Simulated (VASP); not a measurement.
**Na: single point with PBE**

Molecule: Na, in a box.

```
Na
1.0
    10.50000    0.00000    0.00000
     0.00000   11.00000    0.00000
     0.00000    0.00000   11.50000
Na
1
Direct
  0.50000 0.50455 0.50000
```

* Program: VASP 6.6.1
* Task: single point
* Functional: PBE
* Potentials or basis: VASP PAW PBE potentials, release 64 (Na_pv)
* Cutoff: 400 eV
* k mesh: 1 × 1 × 1
* Occupations: gaussian, width 0.01 eV
* Spin: collinear spin, ferromagnetic start
* Starting moments: [0.5] μB
* Fixed moment: 1 μB
* Further INCAR settings: ALGO = Normal; EDIFF = 1e-06; NBANDS = 14; ISYM = 0

- Net moment: 1.00 μB per cell
- Site moments: Na +0.11 μB
- Valence electrons inside the program's atomic spheres: Na 6.05

Run time: 2.6 min on 1 thread of AMD EPYC 7R13 Processor (Zen 3), with other jobs on the host, peak memory 0.99 GiB.

Caveat: the total moment is fixed, so each spin has its own Fermi level.
